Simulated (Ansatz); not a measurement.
Data:

LaAlO₃:
```
LaAlO3
1.0
    2.65086     1.53047     4.31147
   -2.65086     1.53047     4.31147
    0.00000    -3.06094     4.31147
La Al O
2 2 6
Direct
  0.25000   0.25000   0.25000
  0.75000   0.75000   0.75000
  0.00000   0.00000   0.00000
  0.50000   0.50000   0.50000
  0.78104   0.71896   0.25000
  0.25000   0.78104   0.71896
  0.71896   0.25000   0.78104
  0.21896   0.28104   0.75000
  0.75000   0.21896   0.28104
  0.28104   0.75000   0.21896
```

This is the LDA-relaxed structure.

**Question.** All from DFT-LDA in the program Ansatz with PAW potentials, unless another level is named. Estimate the highest zone-centre frequency (without LO–TO term).

**Answer.** 96.2 meV.

**Question.** What about the bulk modulus (Birch–Murnaghan fit)?

**Answer.** 2100 kbar.

Space group R-3c. Symmetry was held in the LDA relaxation; phonons on a q-mesh show weakly imaginary modes. Spin–orbit coupling is left out wherever it is not named.

Potentials: the later of the program's two PAW sets.
